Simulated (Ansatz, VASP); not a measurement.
## V: VASP beside Ansatz

```
V
1.0
    -1.46365    1.46365    1.46365
     1.46365   -1.46365    1.46365
     1.46365    1.46365   -1.46365
V
1
Direct
  0.00000 0.00000 0.00000
```

Alike in both runs: task single point; functional LDA; k mesh 15 × 15 × 15; occupations fermi-dirac, width 0.3 eV; no spin polarisation.

|  | VASP | Ansatz |
| --- | --- | --- |
| version | VASP 6.6.1 | Ansatz 0.2.0 |
| potentials or method | VASP PAW LDA potentials, release 64 (V_sv) | plane waves (420 eV) with PAW, scalar-relativistic |
| plane-wave cutoff (eV) | 520 | 420 |
| valence electrons in the cell | 13 | 13 |

Ansatz gave:

```
pressure (GPa) : 2.5
```

Problem. What did VASP give for the same quantities?

Solution. Pressure (GPa): 3.0.

Ansatz warned: «pseudo_functional_mismatch».
